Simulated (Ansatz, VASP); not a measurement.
# P (black phosphorene monolayer) in two plane-wave programs

One calculation is typed for both programs; each brings its own data sets. How far apart do they land? The structure shown is the start of the Ansatz relaxation below; VASP solves that cell, so the two are compared at the walk's first step.

Method: plane waves, with VASP 6.6.1 beside it; single point at PBE with D3(BJ), in Ansatz 0.2.0.

## Step 1: Starting point

The cell holds 4 atoms: 4 P. Cell: a = 4.620 Å, b = 3.300 Å, c = 35.440 Å, α = 90.0°, β = 90.0°, γ = 90.0°. Vacuum lies along c.

## Step 2: Ansatz: relaxation, PBE with D3(BJ)

Ansatz runs on its PAW soft_1 files.

The two programs are compared at the cell with which this relaxation starts, whose forces are those of its first step.

input.yaml reads:

```yaml
crystal:
  lattice:
    - [4.62, 0.0, 0.0]
    - [0.0, 3.3, 0.0]
    - [0.0, 0.0, 35.4400000008]
  atoms:
    - { symbol: P, position: [0.09, 0.0, 0.4683972912] }
    - { symbol: P, position: [0.41, 0.5, 0.4712189616] }
    - { symbol: P, position: [0.91, 0.0, 0.5316027088] }
    - { symbol: P, position: [0.59, 0.5, 0.5287810384] }
  periodic: [true, true, false]
kpoints:
  mp_grid: { grid: [8, 10, 1] }
hamiltonian:
  xc: pbe
  dispersion: d3bj
  pseudopotentials: { kind: paw, azcp: { folder: soft_1 } }
scf:
  occupations: { method: fermi_dirac, width: 0.05 }
  convergence: { dr2_threshold: 1.0e-09 }
relax:
  f_tol: 0.004
  max_steps: 90
  cell: {}
output:
  write_potential: true
  write_density: true
  volumetric_format: npy
```

Started as:

```console
> ansatz run input.yaml --threads 4 --pin off --max-ram 8192MiB --backend cpu --events-out ev --progress --plain --runs-dir out
```

Numbers of over 12 decimals in the logs are rounded to 6 here.

The program printed:

```text
Warning: relax.cell: scf.convergence.dr2_threshold = 1e-9 eV is looser than the 2.66991328131e-10 eV advised for a relaxation that steers and ends on the stress (1e-10 eV for each atom of the cell: 4, times the square of relax.cell.stress_2d_tol = 0.05 N/m over 12.2 Å (the atoms' height at the walk's start and 5 Å past either face), 4.085e-2 GPa, over a crystal's default 0.05). What an SCF threshold leaves in a stress goes as its square root, and in the free energy as the threshold itself, and one threshold admits the most on a small cell: [figures from the program's tests cut] Set scf.convergence.dr2_threshold to 2.66991328131e-10 eV or tighter. [rest of the remark cut]
Engine: ansatz 0.2.0, x86_64-unknown-linux-gnu
Pseudopotentials: kind: paw
Pseudopotential: P, paw, valence charge 5, recommended cutoff 420 eV (normal), soft_1/P.paw.azcp
Functional definition: PBE
  parameter kappa = 0.804
  parameter beta = 0.066725
  exchange = pbe_x(kappa = kappa, mu = beta*pi^2/3)
  correlation = pbe_c(beta = beta)
Crystal: 4 atoms, lattice volume = 540.318 Å³
Basis set: ecut = 420 eV, 10667 PW (Γ), exchange–correlation on 64×48×480 points (8 copies of the dense FFT grid, shifted against one another)
Bands: 14, of which v1, the nominal top of the filled ones, is band 10 counted from 1 (9 counted from 0)
Symmetry: 4 space group operations
Space group: P2/m (ITA 10), of the structure as read, at distance tolerance 8.1e-5 Å
k-points: 30 of 80
Non-local potential: P, projectors of the file, l = 0: 2, l = 1: 2, l = 2: 1
PAW form: soft (Blöchl's): semilocal exchange-correlation on the pseudo side does not see the compensation charge
PAW one-centre angular grid: P, 110 points (default); XC on 64 Gauss nodes
Initial density: superposition of atomic densities (neutral atoms: chi_scale 0, normalization atom)
Initial wavefunctions: pseudopotential atomic-orbital guess
Functional: x = pbe(κ = 0.804, μ = 0.219515), c = pbe(β = 0.066725)
SCF iter   1: F=—  HF=-3023.700938 eV  |F-HF|=—  |Δ(HF+E_count)|=         —  Δρ=1.49e-2  dr2=8.95e-1  ethr=3.10e-3  ⟨swp⟩=16.0  Hψ=5042  notcnv=0
preconditioner: auto → Resta (q_TF=auto, 1.575 Å⁻¹)  ε∞=1.7  [insulator: Δε(μ)=0.774 eV  Ē_g=8.798 eV  σ=0.050 eV  W_gap=1.00  n_scr=34 (ndim 8)  ℏωp=7.1 eV  f_vac=0.794  D(μ)=0.00/eV (n_scr^D=0)  ε∞_Penn≈1.7  vacuum switching on, ρ_ref=5.6e-3 e/Å³]
SCF iter   2: F=—  HF=-3023.522956 eV  |F-HF|=—  |Δ(HF+E_count)|=   1.78e-1  Δρ=7.55e-3  dr2=2.16e-1  ethr=3.10e-3  ⟨swp⟩=1.9  Hψ=712  notcnv=0
SCF iter   3: F=—  HF=-3023.499710 eV  |F-HF|=—  |Δ(HF+E_count)|=   2.32e-2  Δρ=1.44e-3  dr2=2.43e-2  ethr=1.08e-3  ⟨swp⟩=3.3  Hψ=902  notcnv=0
SCF iter   4: F=—  HF=-3023.493121 eV  |F-HF|=—  |Δ(HF+E_count)|=   6.59e-3  Δρ=5.29e-4  dr2=2.03e-3  ethr=1.21e-4  ⟨swp⟩=3.6  Hψ=1093  notcnv=0
SCF iter   5: F=—  HF=-3023.493121 eV  |F-HF|=—  |Δ(HF+E_count)|=   3.68e-7  Δρ=3.61e-4  dr2=1.25e-3  ethr=1.01e-5  ⟨swp⟩=3.4  Hψ=985  notcnv=0
SCF iter   6: F=—  HF=-3023.492727 eV  |F-HF|=—  |Δ(HF+E_count)|=   3.94e-4  Δρ=1.39e-4  dr2=1.69e-4  ethr=6.25e-6  ⟨swp⟩=2.3  Hψ=725  notcnv=0
SCF iter   7: F=—  HF=-3023.492666 eV  |F-HF|=—  |Δ(HF+E_count)|=   6.08e-5  Δρ=3.64e-5  dr2=1.22e-5  ethr=8.45e-7  ⟨swp⟩=2.9  Hψ=844  notcnv=0
SCF iter   8: F=—  HF=-3023.492658 eV  |F-HF|=—  |Δ(HF+E_count)|=   8.11e-6  Δρ=6.18e-6  dr2=4.27e-7  ethr=6.08e-8  ⟨swp⟩=2.9  Hψ=893  notcnv=0
SCF iter   9: F=—  HF=-3023.492686 eV  |F-HF|=—  |Δ(HF+E_count)|=   2.73e-5  Δρ=1.11e-6  dr2=1.83e-8  ethr=2.13e-9  ⟨swp⟩=3.5  Hψ=984  notcnv=0
SCF iter  10: F=-3023.492686 eV  HF=-3023.492686 eV  |F-HF|=2.73e-10  |Δ(HF+E_count)|=   3.20e-9  Δρ=2.03e-7  dr2=2.20e-10  ethr=5.00e-12  ⟨swp⟩=10.9  Hψ=4135  notcnv=0
SCF 1 converged in 10 iterations: F = -3023.492686 eV  dr2 = 2.20e-10
  greatest PAW one-centre occupation: 0.812 electrons in one spin orbital (limit 2), on the P atom at site 2 (counted from 0), in its partial waves of l = 0
relax step   1: F+E_penalty+E_count = -3023.49268551 eV  Δ(F+E_penalty+E_count) = +0.000e0 eV  max|allowed force component| = 1.088e0 eV/Å  Δτ_max = 0.0000 Å  P = -0.951 N/m  Ω = 540.318 Å³  fix = [c, alpha, beta]  reactions: c +0.000 N/m; beta +0.000 N/m/rad  (10 SCF iters, accepted)
[...]
relax step   6: F+E_penalty+E_count = -3023.61902406 eV  Δ(F+E_penalty+E_count) = -2.736e-3 eV  max|allowed force component| = 3.579e-2 eV/Å  Δτ_max = 0.0148 Å  P = +0.012 N/m  Ω = 519.989 Å³  energy of the carried Pulay correction = +1.133e-4 eV  fix = [c, alpha, beta]  reactions: c -0.000 N/m; beta -0.000 N/m/rad  (8 SCF iters, accepted)
[...]
relax step   7: F+E_penalty+E_count = -3023.61937289 eV  Δ(F+E_penalty+E_count) = -3.488e-4 eV  max|allowed force component| = 1.191e-2 eV/Å  Δτ_max = 0.0042 Å  P = -0.008 N/m  Ω = 518.806 Å³  energy of the carried Pulay correction = +1.201e-4 eV  fix = [c, alpha, beta]  reactions: c -0.000 N/m; beta -0.000 N/m/rad  (7 SCF iters, accepted)
[...]
relax step   8: F+E_penalty+E_count = -3023.61939233 eV  Δ(F+E_penalty+E_count) = -1.945e-5 eV  max|allowed force component| = 1.059e-3 eV/Å  Δτ_max = 0.0009 Å  P = -0.001 N/m  Ω = 518.697 Å³  energy of the carried Pulay correction = +1.207e-4 eV  fix = [c, alpha, beta]  reactions: c -0.000 N/m; beta -0.000 N/m/rad  (5 SCF iters, accepted)
[...]
relax step   9: F+E_penalty+E_count = -3023.61931883 eV  Δ(F+E_penalty+E_count) = +7.350e-5 eV  max|allowed force component| = 1.051e-3 eV/Å  Δτ_max = 0.0000 Å  P = -0.002 N/m  Ω = 518.697 Å³  fix = [c, alpha, beta]  reactions: c -0.000 N/m; beta -0.000 N/m/rad  stress off target by 4.05e-3 N/m on what of the cell is left free  SCF on the basis re-selected at this cell (its energy is not comparable with the rows above)  (4 SCF iters)
basis re-selected at this cell: Δ(F+E_penalty+E_count) = +7.350e-5 eV, ΔP = -0.001 N/m vs the last step (what re-selecting the basis moved, of the pressure what is left beyond the Pulay correction that the steps carried, after the strain that the cell walked since its last selection, with what the two solves' SCF thresholds leave and, on support functions, any second-order correction that the steps lacked; it is no measure of the basis error at this ecutwfc). The dense FFT grid was sized anew with the basis: this SCF ran on 30×24×240 points, the steps before it on 32×24×240, so part of this shift can come from that change (see relax.cell in the input reference). [rest of the remark cut]
SCF converged after 4 iterations
Free energy (F): -3023.619319 eV
Harris-Foulkes:  -3023.619319 eV  (|F-HF|=3.91e-10)
Internal energy: -3023.619295 eV  (E = F + TS)
E sigma→0 (E₀):  -3023.619307 eV
Entropy (-TS):   -0.000024 eV (-0.006 meV/atom)
Fermi energy:    -4.539797 eV
--- Per-component energies (eV) ---
  E_band       = -222.624463
  E_kinetic    = 273.324718
  E_local      = -18722.722209  (includes V_loc(G=0)·N_el)
  E_nonlocal   = 130.249736
  E_hartree    = 9184.775343
  E_xc         = -290.287619
  E_vxc        = -242.249776  (∫ρ·V_xc dr)
  E_paw        = -2232.615890  (= ΣΔE_a)
  E_vpaw       = -30.777898  (= ΣTr[D̂ρ^β])
  E_aug_tail   = -0.000001  (compensation charges beyond the density's cutoff)
  E_ewald      = 8634.645544
  E_disp       = -0.988917  (pairwise vdW)
  E_smearing   = -0.000024  (= −TS)
  E_closure    = -0.000000  (closes the sum)
  Σ components = -3023.619319   (vs F -3023.619319, Δ=0.00e0)
--- Forces (eV/Å), atoms counted from 1 ---
  atom   1  P      0.00026480    -0.00000000    -0.00105141
  atom   2  P     -0.00035669     0.00000000    -0.00074240
  atom   3  P     -0.00026480     0.00000000     0.00105141
  atom   4  P      0.00035669    -0.00000000     0.00074240
  max |Σ_I F_I| component: 0.00e0 eV/Å
--- 2D stress c σ (N/m, compression-positive) ---
       -0.004052      -0.000000       0.000000
       -0.000000      -0.000335       0.000000
        0.000000       0.000000      -0.000000
  P = ½ c Tr σ = -0.0022 N/m
--- Band table (eV; the first three rows and the last of 30) ---
  k-point 0: bands = [... 6 lower, -8.3930, -6.7944, -6.6991, -4.9204, -4.1901, -3.3685, -2.2192, -1.4775]
  k-point 1: bands = [... 6 lower, -9.0092, -7.3085, -6.7351, -4.9448, -4.0751, -2.4152, -2.1278, -1.3382]
  k-point 2: bands = [... 6 lower, -9.1980, -7.8847, -6.6219, -5.1724, -3.7350, -3.2422, -0.9936, -0.6976]
  k-point 29: bands = [... 6 lower, -9.7800, -9.7800, -6.2229, -6.2228, -2.5253, -2.5253, -0.6800, -0.6799]
  the weakly bound empty levels are not read free of the cell's end (no_gap_told)
--- Relaxed structure (8 steps of the walk, 7 accepted, 1 SCFs on fresh bases) ---
  F+E_penalty+E_count = -3023.61931883 eV   max|allowed force component| = 1.051e-3 eV/Å   (the final SCF, on the basis selected at the relaxed cell)
  cell:  # Å, volume = 518.6967 Å³
    - [4.441042, 0.0, 0]
    - [0.0, 3.295603, 0.0]
    - [0, 0.0, 35.4400000008]
  atoms:
    - { symbol: P, position: [0.082538, 0.0, 0.470046] }
    - { symbol: P, position: [0.417465, 0.500000, 0.470046] }
    - { symbol: P, position: [0.917462, 0.0, 0.529954] }
    - { symbol: P, position: [0.582535, 0.500000, 0.529954] }
```

Reading the cycles: dr2 is the Hartree energy of the density residual (eV), the measure of convergence; HF is the Harris–Foulkes estimate of the energy, which meets the free energy F at convergence.

## Step 3: VASP: single point, PBE with D3(BJ), start cell

The same cell, functional, mesh and smearing now go to VASP, with its own data sets.

Lines of VASP's logs that name or quote its potential files are left out, and so is its time.

INCAR reads:

```
SYSTEM = P
PREC = Accurate
ENCUT = 400
EDIFF = 1E-06
NELM = 120
ISMEAR = -1
SIGMA = 0.05
LREAL = .FALSE.
ALGO = Normal
GGA = PE
IVDW = 12
NBANDS = 16
LORBIT = 11
LWAVE = .FALSE.
LCHARG = .FALSE.
ISIF = 2
LDIPOL = .TRUE.
IDIPOL = 3
DIPOL = 0.5 0.5 0.5
LVHAR = .TRUE.
LASPH = .TRUE.
GGA_COMPAT = .FALSE.
EFERMI = MIDGAP
NELMDL = -8
```

POSCAR reads:

```
P
1.0
    4.6200000000      0.0000000000      0.0000000000
    0.0000000000      3.3000000000      0.0000000000
    0.0000000000      0.0000000000     35.4400000000
P
4
Direct
    0.0900000000      0.0000000000      0.4683972912
    0.4100000000      0.5000000000      0.4712189616
    0.9100000000      0.0000000000      0.5316027088
    0.5900000000      0.5000000000      0.5287810384
```

KPOINTS reads:

```
Automatic mesh
0
Gamma
8 10 1
0 0 0
```

PAW data sets: P (PBE family, release 64).

Started as:

```console
> mpirun -np 1 vasp_std
```

The program printed:

```text
[banner, memory and clock lines left out]
running    1 mpi-ranks, on    1 nodes
 distrk:  each k-point on    1 cores,    1 groups
 distr:  one band on    1 cores,    1 groups

 POSCAR found type information on POSCAR P
 POSCAR found :  1 types and       4 ions
 LDA part: xc-table for (Slater+PW92), standard interpolation
 POSCAR, INCAR and KPOINTS ok, starting setup
 FFT: planning ... GRIDC
 FFT: planning ... GRID_SOFT
 FFT: planning ... GRID
 WAVECAR not read
 entering main loop
       N       E                     dE             d eps       ncg     rms          rms(c)
DAV:   1     0.132044076071E+03    0.13204E+03   -0.50995E+03  1008   0.660E+02
DAV:   2    -0.446116340163E+01   -0.13651E+03   -0.12895E+03  1648   0.133E+02
DAV:   3    -0.212156218721E+02   -0.16754E+02   -0.16691E+02  1336   0.592E+01
DAV:   4    -0.215569796588E+02   -0.34136E+00   -0.34025E+00  1288   0.111E+01
DAV:   5    -0.215684984779E+02   -0.11519E-01   -0.11514E-01  1496   0.192E+00
DAV:   6    -0.215687411863E+02   -0.24271E-03   -0.24269E-03  1384   0.239E-01
DAV:   7    -0.215687463488E+02   -0.51624E-05   -0.51620E-05  1536   0.348E-02
DAV:   8    -0.215687464283E+02   -0.79521E-07   -0.79446E-07  1192   0.358E-03    0.995E+00
DAV:   9    -0.214298859514E+02    0.13886E+00   -0.97726E-02  1200   0.170E+00    0.589E+00
DAV:  10    -0.213688205646E+02    0.61065E-01   -0.15839E-01  1304   0.213E+00    0.341E-01
DAV:  11    -0.213680644827E+02    0.75608E-03   -0.11069E-02  1320   0.666E-01    0.192E-01
DAV:  12    -0.213677332841E+02    0.33120E-03   -0.85018E-04  1560   0.176E-01    0.111E-01
DAV:  13    -0.213674574380E+02    0.27585E-03   -0.24802E-04  1312   0.847E-02    0.488E-02
DAV:  14    -0.213672839543E+02    0.17348E-03   -0.14681E-04  1352   0.595E-02    0.212E-02
[...]
DAV:  18    -0.213678631529E+02   -0.10090E-03   -0.13658E-05  1208   0.129E-02    0.522E-03
DAV:  19    -0.213679258152E+02   -0.62662E-04   -0.15083E-06  1072   0.462E-03    0.136E-03
DAV:  20    -0.213679611311E+02   -0.35316E-04   -0.75892E-07  1000   0.325E-03    0.228E-03
DAV:  21    -0.213679799096E+02   -0.18779E-04   -0.36046E-07  1016   0.219E-03    0.851E-04
DAV:  22    -0.213679925157E+02   -0.12606E-04   -0.27742E-07   968   0.156E-03    0.237E-04
DAV:  23    -0.213679958965E+02   -0.33808E-05   -0.50922E-08   992   0.760E-04    0.179E-04
DAV:  24    -0.213679991020E+02   -0.32055E-05   -0.68124E-08   928   0.679E-04    0.620E-05
DAV:  25    -0.213679998304E+02   -0.72847E-06   -0.11612E-08   928   0.320E-04
   1 F= -.22309775E+02 E0= -.22309750E+02  d E =-.492431E-04
```

OUTCAR, selected parts (step 3):

```text
ion  position               nearest neighbor table
   1  0.090  0.000  0.468-   2 2.22   2 2.22   3 2.39
   2  0.410  0.500  0.471-   4 2.20   1 2.22   1 2.22
   3  0.910  0.000  0.532-   4 2.22   4 2.22   1 2.39
   4  0.590  0.500  0.529-   2 2.20   3 2.22   3 2.22

  LATTYP: Found a simple orthorhombic cell.
 ALAT       =     3.3000000000
 B/A-ratio  =     1.4000000000
 C/A-ratio  =    10.7393939394

 Subroutine GETGRP returns: Found  4 space group operations
 (whereof  4 operations were pure point group operations)

The static configuration has the point symmetry C_2h.

 Found     30 irreducible k-points:

   k-points           NKPTS =     30   k-points in BZ     NKDIM =     30   number of bands    NBANDS=     16

   dimension x,y,z NGX =    30 NGY =   24 NGZ =  240
   dimension x,y,z NGXF=    60 NGYF=   48 NGZF=  480

   ENCUT  =  400.0 eV  29.40 Ry    5.42 a.u.   7.53  5.38 57.79*2*pi/ulx,y,z

   NELECT =      20.0000    total number of electrons

 k-points in reciprocal lattice and weights: Automatic mesh
   0.00000000  0.00000000  0.00000000       0.013
   0.12500000  0.00000000  0.00000000       0.025
   0.25000000  0.00000000  0.00000000       0.025
   0.37500000  0.00000000  0.00000000       0.025
   0.50000000  0.00000000  0.00000000       0.013
   0.00000000  0.10000000  0.00000000       0.025
   0.12500000  0.10000000  0.00000000       0.050
   0.25000000  0.10000000  0.00000000       0.050
   0.37500000  0.10000000  0.00000000       0.050
[...]
0.37500000  0.50000000  0.00000000       0.025
   0.50000000  0.50000000  0.00000000       0.013

 dipolmoment           0.000000      0.000000     -0.000000 electrons x Angstroem

 average (electrostatic) potential at core
       1 -92.4907       2 -92.3720       3 -92.4907       4 -92.3720

 E-fermi :  -3.0523

 k-point     1 :       0.0000    0.0000    0.0000
  band No.  band energies     occupation
    ...
      6      -7.8090      2.00000
      7      -6.7342      2.00000
      8      -5.2529      2.00000
      9      -5.1917      2.00000
     10      -3.3928      1.99780
     11      -2.7428      0.00409
     12      -1.7931      0.00000
     13      -0.7806      0.00000
     14      -0.0554      0.00000
     15       0.9042      0.00000
    ...

 k-point     2 :       0.1250    0.0000    0.0000
  band No.  band energies     occupation
    ...
      6      -7.4666      2.00000
      7      -6.6789      2.00000
      8      -5.3003      2.00000
      9      -4.9091      2.00000
     10      -3.9596      2.00000
     11      -2.1935      0.00000
     12      -1.7360      0.00000
     13      -0.9251      0.00000
     14      -0.1092      0.00000
     15       1.0932      0.00000
    ...

 k-point     3 :       0.2500    0.0000    0.0000
  band No.  band energies     occupation
    ...
      6      -6.6571      2.00000
      7      -6.5200      2.00000
      8      -5.4440      2.00000
      9      -4.9659      2.00000
     10      -4.1125      2.00000
     11      -1.6315      0.00000
     12      -1.3957      0.00000
     13      -1.2878      0.00000
     14      -0.1821      0.00000
     15       1.2825      0.00000
    ...

 Edisp (eV)   -0.94177

  Total      -1.07022    -1.06765    -1.03604     0.00000     0.00000    -0.19032
  in kB      -3.17346    -3.16583    -3.07212     0.00000     0.00000    -0.56435
  external pressure =       -3.14 kB  Pullay stress =        0.00 kB

  energy-cutoff  :      400.00
  volume of cell :      540.32
      direct lattice vectors                 reciprocal lattice vectors
     4.620000000  0.000000000  0.000000000     0.216450216  0.000000000  0.000000000
     0.000000000  3.300000000  0.000000000     0.000000000  0.303030303  0.000000000
     0.000000000  0.000000000 35.440000000     0.000000000  0.000000000  0.028216704

 POSITION                                       TOTAL-FORCE (eV/Angst)
 -----------------------------------------------------------------------------------
      0.41580      0.00000     16.60000        -0.022480      0.000000      1.122380
      1.89420      1.65000     16.70000         0.117874      0.000000     -0.727951
      4.20420      0.00000     18.84000         0.022480      0.000000     -1.122380
      2.72580      1.65000     18.74000        -0.117874      0.000000      0.727951
 -----------------------------------------------------------------------------------
    total drift:                                0.000000      0.000000      0.000000

  FREE ENERGIE OF THE ION-ELECTRON SYSTEM (eV)
  ---------------------------------------------------
  free  energy   TOTEN  =       -22.3097746475 eV

  energy  without entropy=      -22.3097254044  energy(sigma->0) =      -22.30975003

 vacuum level on the upper side and lower side of the slab         1.557         1.557

 total charge
# of ion       s       p       d       tot
------------------------------------------
    1        1.091   1.345   0.000   2.437
    2        1.070   1.406   0.000   2.476
    3        1.091   1.345   0.000   2.437
    4        1.070   1.406   0.000   2.476
--------------------------------------------------
tot          4.322   5.504   0.000   9.826

[... 3 further parts left out ...]
```

## Step 4: Comparison

Known differences besides the potentials themselves: Ansatz cuts the interaction across the vacuum, VASP repeats the sheet with a dipole correction; the cutoff is 420 eV in Ansatz and 400 eV in VASP. Total energies have different zeros and are not compared.

Forces (eV/Å; atoms numbered as in POSCAR):

```
atom        Ansatz x, y, z          VASP x, y, z
  P1  -0.063, 0.000, 1.088  -0.022, 0.000, 1.122
  P2  0.148, 0.000, -0.762  0.118, 0.000, -0.728
  P3  0.063, 0.000, -1.088  0.022, 0.000, -1.122
  P4  -0.148, 0.000, 0.762  -0.118, 0.000, 0.728
```

The forces differ by 28 meV/Å r.m.s., which is 5.2 % of the r.m.s. force of 0.548 eV/Å (both taken over all components). With vacuum in the cell, a pressure given here is an average over mostly empty space and none of the material.

## Step 5: What came out

```json
{
 "r.m.s. force difference (single point, PBE with D3(BJ), start cell)": "5.2 % of the r.m.s. force"
}
```

In words: The r.m.s. force difference is 5.2 % of the r.m.s. force (single point, PBE with D3(BJ), start cell), beyond the 3 % picked in this series as the mark of a large difference. What causes the difference of the single point, PBE with D3(BJ), start cell pair stays open here. 1 further run of this series is not shown here. How closely two codes agree says nothing of how well the functional describes the real material.

[Lines on the potential files, build, host, timing and source positions are cut from VASP's logs without a mark.]

[Logs are printed without paths, hosts, clocks, repeated set-up lines and the standing remarks that a program may print on its own settings, such as how far it seeks lower states.]

[Hosts, paths, dates, database ids (printed as entryN), source tags and the programs' standing remarks are cut or masked in the printed files.]
